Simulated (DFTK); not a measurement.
# Cr (P6_3/mmc) in DFTK: reference runs

Aim: a first look at Cr with PBEsol, on the cell as given.

Program: DFTK 0.8.2. These are calculated values, not measurements. Logs are shortened: lines on timing, memory, paths and dates and some standing lists are left out, and cuts for length are marked.

## Step 1: Starting point

Symmetry: P6_3/mmc, No. 194, hexagonal system. Conventional cell: a = 2.714 Å, b = 2.714 Å, c = 4.410 Å, α = 90.00°, β = 90.00°, γ = 120.00°. Cr (site symmetry -6m2) is surrounded by 12 Cr at 2.71 Å.

This isn't the form of Cr at room conditions, which is bcc.

## Step 2: Single point, PBEsol, collinear spin, ferromagnetic start

Contents of run.jl:

```julia
using DFTK
using PseudoPotentialData
using Unitful, UnitfulAtomic
using LinearAlgebra, Printf
include("save.jl")
disable_threading()

# lattice vectors are the columns
lattice = austrip(1u"Å") * [         2.714         -1.357            0.0;
                      0.0   2.3503929459            0.0;
                      0.0            0.0           4.41]
symbols   = [:Cr, :Cr]
positions = [[0.6666666667, 0.3333333333, 0.75],
             [0.3333333333, 0.6666666667, 0.25]]
pseudopotentials = PseudoFamily("dojo.nc.sr.pbesol.v0_4_1.standard.upf")
elements = Dict(s => ElementPsp(s, pseudopotentials) for s in unique(symbols))
atoms    = [elements[s] for s in symbols]
magnetic_moments = [3.0, 3.0]

build_model(lattice, positions; symmetries=true) =
    model_DFT(lattice, atoms, positions;
              functionals=PBEsol(),
              magnetic_moments,
              spin_polarization=:collinear,
              temperature=austrip(0.05u"eV"),
              smearing=Smearing.FermiDirac(),
              symmetries)
Ecut  = 47.0  # hartree
kgrid = [11, 11, 6]
tol   = 1e-6
to_GPa = ustrip(uconvert(u"GPa", 1u"hartree/bohr^3"))

model = build_model(lattice, positions)
basis = PlaneWaveBasis(model; Ecut, kgrid)
display(basis)
scfres = self_consistent_field(basis;
                               tol,
                               ρ=guess_density(basis, magnetic_moments),
                               nbandsalg=AdaptiveBands(model; n_bands_converge=22))
display(scfres.energies)
@printf "Fermi level: %.6f eV\n" ustrip(auconvert(u"eV", something(scfres.εF, NaN)))
forces = compute_forces_cart(scfres)
println("Forces (eV/Å)")
for (s, f) in zip(symbols, forces)
    @printf "%-3s %12.6f %12.6f %12.6f\n" s ustrip.(auconvert.(u"eV/Å", f))...
end
stress = compute_stresses_cart(scfres)
println("Stress (GPa)")
display(round.(stress * to_GPa; digits=4))
@printf "Total moment: %.4f μB\n" sum(spin_density(scfres.ρ)) * scfres.basis.dvol
println("Levels at the first k-point (eV): ", round.(ustrip.(auconvert.(u"eV", scfres.eigenvalues[1][1:scfres.n_bands_converge])); digits=4))
save_scf!(scfres; forces, stress)
```

Potentials or basis: dojo.nc.sr.pbesol.v0_4_1.standard.upf (PBEsol).

Command:

```
$ julia --threads=1 run.jl  # save.jl only writes the numbers to a file and isn't shown; printed stress counts tension as positive; times include loading and compiling
```

What it wrote:

```text
PlaneWaveBasis discretization:

    Ecut                 : 47.0 Ha
    fft_size             : (36, 36, 54), 69984 total points
    kgrid                : MonkhorstPack([11, 11, 6])
    num.   red. kpoints  : 726
    num. irred. kpoints  : 64

    Discretized Model(gga_x_pbe_sol+gga_c_pbe_sol, 3D):
        lattice (in Bohr)    : [5.12872   , -2.56436  , 0         ]
                               [0         , 4.4416    , 0         ]
                               [0         , 0         , 8.33369   ]
        unit cell volume     : 189.84 Bohr³

        atoms                : Cr₂
        pseudopot. family    : PseudoFamily("dojo.nc.sr.pbesol.v0_4_1.standard.upf")

        num. electrons       : 28
        spin polarization    : collinear
        temperature          : 0.0018375 Ha
        smearing             : DFTK.Smearing.FermiDirac()

        terms                : Kinetic()
                               AtomicLocal()
                               AtomicNonlocal()
                               Ewald(nothing)
                               PspCorrection()
                               Hartree()
                               Xc(gga_x_pbe_sol, gga_c_pbe_sol)
                               Entropy()
n     Energy            log10(ΔE)   log10(Δρ)   Magnet   |Magn|   Diag   Δtime
---   ---------------   ---------   ---------   ------   ------   ----   ------
  1   -177.4756739354                   -0.25    3.371    3.375    5.0    24.0s
  2   -177.6476837769       -0.76       -0.56    3.103    3.105    2.1    14.3s
  3   -177.7377938288       -1.05       -1.05    2.621    2.622    3.2    18.2s
  4   -177.7472250644       -2.03       -1.45    2.373    2.375    2.1    14.9s
  5   -177.7480848478       -3.07       -1.80    2.264    2.266    2.0    13.4s
  6   -177.7481544724       -4.16       -2.25    2.185    2.186    1.6    13.3s
  7   -177.7481729946       -4.73       -2.66    2.164    2.166    1.4    11.5s
  8   -177.7481782199       -5.28       -2.97    2.153    2.155    1.9    12.4s
  9   -177.7481787344       -6.29       -2.98    2.135    2.137    1.9    12.9s
 10   -177.7481789305       -6.71       -2.98    2.119    2.121    1.3    12.6s
 11   -177.7481807074       -5.75       -3.57    2.105    2.107    1.3    11.6s
 12   -177.7481808237       -6.93       -4.52    2.097    2.099    2.3    13.8s
 13   -177.7481808254       -8.75       -4.71    2.097    2.098    3.7    17.9s
 14   -177.7481808261       -9.16       -5.35    2.096    2.098    1.6    12.5s
 15   -177.7481808261      -10.70       -5.70    2.096    2.098    2.6    14.3s
 16   -177.7481808262      -10.52       -6.48    2.096    2.098    2.2    14.2s
Energy breakdown (in Ha):
    Kinetic             76.5231424
    AtomicLocal         -136.1926740
    AtomicNonlocal      -12.9628036
    Ewald               -124.0959183
    PspCorrection       5.0893769
    Hartree             39.8688203
    Xc                  -25.9768785
    Entropy             -0.0012461

    total               -177.748180826168
Fermi level: 10.383626 eV
Forces (eV/Å)
Cr     -0.000002    -0.000001     0.000000
Cr      0.000000    -0.000003     0.000000
Stress (GPa)
3×3 StaticArraysCore.SMatrix{3, 3, Float64, 9} with indices SOneTo(3)×SOneTo(3):
 31.6577   0.0     -0.0
  0.0     31.6577  -0.0
 -0.0     -0.0     29.1458
Total moment: 2.0962 μB
Levels at the first k-point (eV): [-61.4475, -61.3574, -33.0638, -32.7056, -32.7056, -32.638, -32.638, -32.5689, 3.0882, 6.6815, 9.6154, 9.6154, 9.6711, 9.9874, 9.9874, 10.4233, 10.4233, 10.6481, 11.6774, 11.6774, 17.5804, 28.178]
```

Run time: 5.4 min. Hardware: 1 thread of AMD EPYC 9R14 (Zen 4), shared host; peak memory 2.5 GiB.

Results:

```
Free energy            : -4836.7744 eV
Pressure               : -30.8 GPa
Band gap on the k mesh : none (metal or under the smearing width)
Net moment             : 2.10 μB per cell
Absolute moment        : 2.10 μB per cell
Site moments           : Cr +1.05 μB
```

Caveat: a pressure of tens of GPa on the cell as given is suspect, and the run, the potentials or the cell itself is likely at fault.
